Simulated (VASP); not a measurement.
# Si2W (I4/mmm) in VASP: further runs, part 2 of 2

VASP 6.6.1.

## (3) Single point, PBEsol

Contents of INCAR:

```
ALGO = Normal
EDIFF = 1E-6
ENCUT = 520
GGA = PS
ISIF = 2
ISMEAR = 0
LASPH = T
LCHARG = F
LREAL = F
LWAVE = F
NBANDS = 18
NELM = 60
PREC = Accurate
SIGMA = 0.1
```

Contents of KPOINTS:

```
k-points
0
Gamma
  28 28 28
```

Contents of POSCAR:

```
Si2W
1.0
   -1.6022600000      1.6022600000      3.9092900000
    1.6022600000     -1.6022600000      3.9092900000
    1.6022600000      1.6022600000     -3.9092900000
Si W
2 1
Direct
    0.3345200000      0.3345200000      0.0000000000
    0.6654800000      0.6654800000      0.0000000000
    1.0000000000      1.0000000000      1.0000000000
```

Potentials or basis: VASP PAW PBE potentials, release 64 (Si, W_sv).

The run is started by

```console
$ cat potpaw_PBE.64/Si/POTCAR potpaw_PBE.64/W_sv/POTCAR > POTCAR
$ mpirun -np 1 vasp_std > vasp.out
```

OUTCAR:

```text
EDIFF = 1E-6
   ENCUT = 520
   GGA = PS
   ISIF = 2
   ISMEAR = 0
   LASPH = T
   LREAL = F
   NELM = 60
   PREC = Accurate

 ion  position               nearest neighbor table
   1  0.335  0.335  0.000-   2 2.59   3 2.61   3 2.61   3 2.61   3 2.61   3 2.62   2 2.62   2 2.62
                             2 2.62   2 2.62
   2  0.665  0.665  0.000-   1 2.59   3 2.61   3 2.61   3 2.61   3 2.61   3 2.62   1 2.62   1 2.62
                             1 2.62   1 2.62
   3  0.000  0.000  0.000-   2 2.61   2 2.61   2 2.61   1 2.61   2 2.61   1 2.61   1 2.61   1 2.61
                             1 2.62   2 2.62

  LATTYP: Found a body centered tetragonal cell.
 ALAT       =     3.2045200000
 C/A-ratio  =     2.4398599478

  Lattice vectors:

 A1 = (  -1.6022600000,   1.6022600000,   3.9092900000)
 A2 = (   1.6022600000,  -1.6022600000,   3.9092900000)
 A3 = (   1.6022600000,   1.6022600000,  -3.9092900000)

Analysis of symmetry for initial positions (statically):
=====================================================================
 Subroutine PRICEL returns:
 Original cell was already a primitive cell.

 Routine SETGRP: Setting up the symmetry group for a
 body centered tetragonal supercell.

 Subroutine GETGRP returns: Found 16 space group operations
 (whereof 16 operations were pure point group operations)
 out of a pool of 16 trial point group operations.

The static configuration has the point symmetry D_4h.

Analysis of symmetry for dynamics (positions and initial velocities):
=====================================================================
 Subroutine PRICEL returns:
 Original cell was already a primitive cell.

 Routine SETGRP: Setting up the symmetry group for a
 body centered tetragonal supercell.

 Subroutine GETGRP returns: Found 16 space group operations
 (whereof 16 operations were pure point group operations)
 out of a pool of 16 trial point group operations.
[... 116 lines left out ...]
   EMIN   =  10.00;   EMAX   =-10.00  energy-range for DOS
   EFERMI =   0.00;   METHOD = LEGACY
   ISMEAR =     0;   SIGMA  =   0.10  broadening in eV -4-tet -1-fermi 0-gaus
   EFERMI_NEDOS =   21; number of points for ismear=-14 and -15
   IALGO  =     38    algorithm
   IMIX   =      4    mixing-type and parameters
     AMIX     =   0.40;   BMIX     =  1.00
     AMIX_MAG =   1.60;   BMIX_MAG =  1.00
  volume/ion in A,a.u.               =      13.38        90.30
  Fermi-wavevector in a.u.,A,eV,Ry     =   1.339701  2.531667 24.419707  1.794798
  Thomas-Fermi vector in A             =   2.468072
   LORBIT       =      0    0 simple, 1 ext, 2 COOP (PROOUT), +10 PAW based schemes
   GGA     = PS    functional components
   LHFCALC =     F    Hartree Fock is set to
   AEXX    =    0.0000 exact exchange contribution
   IVDW    =     0    specifies the selected vdW correction
   LEPSILON=     F    determine dielectric tensor
   LRPA    =     F    only Hartree local field effects (RPA)
 non-spin polarized calculation
 Gauss-broadening in eV      SIGMA  =   0.10
  energy-cutoff  :      520.00
  volume of cell :       40.14
 maximum number of plane-waves:      1104
 NGX is ok and might be reduce to    36
   NGX = 17   NGY = 17   NGZ = 17

 number of electron      21.9999999 magnetization

 Free energy of the ion-electron system (eV)
  ---------------------------------------------------
  ext. energy  EPLUGINS =         0.00000000
  ---------------------------------------------------
  free energy    TOTEN  =       -26.64062670 eV

  energy without entropy =      -26.63966495  energy(sigma->0) =      -26.64014582

 E-fermi :  11.9566     XC(G=0): -12.6408

 val. band max:       11.9505596245   @ k =  -0.4643   0.4643   0.3214
 cond. band min:      11.9596340640   @ k =  -0.4286  -0.4286   0.2857
 fundamental gap:      0.0090744394
 Fermi energy:        11.9565578224

 k-point     1 :       0.0000    0.0000    0.0000
  band No.  band energies     occupation
      1     -61.8246      2.00000
      2     -26.0986      2.00000
      3     -26.0697      2.00000
      4     -26.0697      2.00000
      5      -2.1684      2.00000
      6       5.0556      2.00000
[... 481 lines left out ...]
      5      -0.2152      2.00000
      6       4.1425      2.00000
[... 10 lines left out ...]
     17      19.1016      0.00000
     18      20.7676      0.00000

 [... further k-points ...]
[... 5 lines left out ...]
  --------------------------------------------------------------------------------------
  -------------------------------------------------------------------------------------
  Total       -0.0130896     -0.0130896     -0.0148037      0.0000000      0.0000000     -0.0000000
  in kB       -0.5224119     -0.5224119     -0.5908212      0.0000000      0.0000000     -0.0000000
  external PRESSURE =      -0.5452150 kB  Pullay stress =       0.0000000 kB

 VOLUME and BASIS-vectors are now :
 -----------------------------------------------------------------------------
  energy-cutoff  :      520.00
  volume of cell :       40.14
      direct lattice vectors                 reciprocal lattice vectors
    -1.602260000  1.602260000  3.909290000     0.000000000  0.312059216  0.127900463
     1.602260000 -1.602260000  3.909290000     0.312059216  0.000000000  0.127900463
     1.602260000  1.602260000 -3.909290000     0.312059216  0.312059216  0.000000000

 POSITION                                       TOTAL-FORCE (eV/Angst)
 -----------------------------------------------------------------------------------
      0.00000      0.00000      2.61547        -0.000000     -0.000000     -0.000657
      0.00000      0.00000      5.20311         0.000000      0.000000      0.000657
      0.00000      0.00000      0.00000        -0.000000     -0.000000     -0.000000
 -----------------------------------------------------------------------------------
    total drift:                               -0.000000      0.000000      0.000000

  FREE ENERGIE OF THE ION-ELECTRON SYSTEM (eV)
  ---------------------------------------------------
  free  energy   TOTEN  =       -26.6406266964 eV

  energy  without entropy=      -26.6396649487  energy(sigma->0) =      -26.64014582
```

OSZICAR:

```text
N       E                     dE             d eps       ncg     rms          rms(c)
DAV:   1     0.129939684599E+03    0.12994E+03   -0.10859E+04 59020   0.123E+03
DAV:   2    -0.229248840811E+02   -0.15286E+03   -0.14920E+03 67520   0.323E+02
DAV:   3    -0.274767327322E+02   -0.45518E+01   -0.44908E+01 73464   0.500E+01
DAV:   4    -0.275169307634E+02   -0.40198E-01   -0.40138E-01 70112   0.492E+00
DAV:   5    -0.275173503032E+02   -0.41954E-03   -0.41951E-03 69938   0.538E-01    0.264E+01
DAV:   6    -0.267621242663E+02    0.75523E+00   -0.32053E+00 63644   0.128E+01    0.931E+00
DAV:   7    -0.266659876082E+02    0.96137E-01   -0.21687E-01 63010   0.262E+00    0.458E+00
DAV:   8    -0.266413323992E+02    0.24655E-01   -0.44369E-02 67334   0.159E+00    0.321E-01
DAV:   9    -0.266407812776E+02    0.55112E-03   -0.10079E-03 67696   0.258E-01    0.188E-01
DAV:  10    -0.266406315962E+02    0.14968E-03   -0.26249E-04 70672   0.140E-01    0.440E-02
DAV:  11    -0.266406264601E+02    0.51361E-05   -0.31708E-05 67054   0.404E-02    0.182E-02
DAV:  12    -0.266406266964E+02   -0.23628E-06   -0.12761E-06 45140   0.757E-03
   1 F= -.26640627E+02 E0= -.26640146E+02  d E =-.961748E-03
```

stdout:

```text
POSCAR found type information on POSCAR SiW
 POSCAR found :  2 types and       3 ions
 scaLAPACK will be used
 -----------------------------------------------------------------------------
|                                                                             |
|                                                                             |
|     You enforced a specific xc type in the INCAR file but a different       |
|     I HOPE YOU KNOW WHAT YOU ARE DOING!                                     |
|                                                                             |
 -----------------------------------------------------------------------------

 LDA part: xc-table for (Slater+PW92), standard interpolation
 POSCAR, INCAR and KPOINTS ok, starting setup
 FFT: planning ... GRIDC
 FFT: planning ... GRID_SOFT
 FFT: planning ... GRID
 WAVECAR not read
 entering main loop
```

It took 8.1 min on 1 thread of Intel Xeon 6975P-C (Granite Rapids), shared host; peak memory 1.1 GiB.

What came out:

- Free energy: -26.6406 eV
- Pressure: -0.1 GPa
- Band gap on the k mesh: none (metal or under the smearing width)

Caveat: the PAW data sets were made with another functional, which shifts forces and pressure a little.
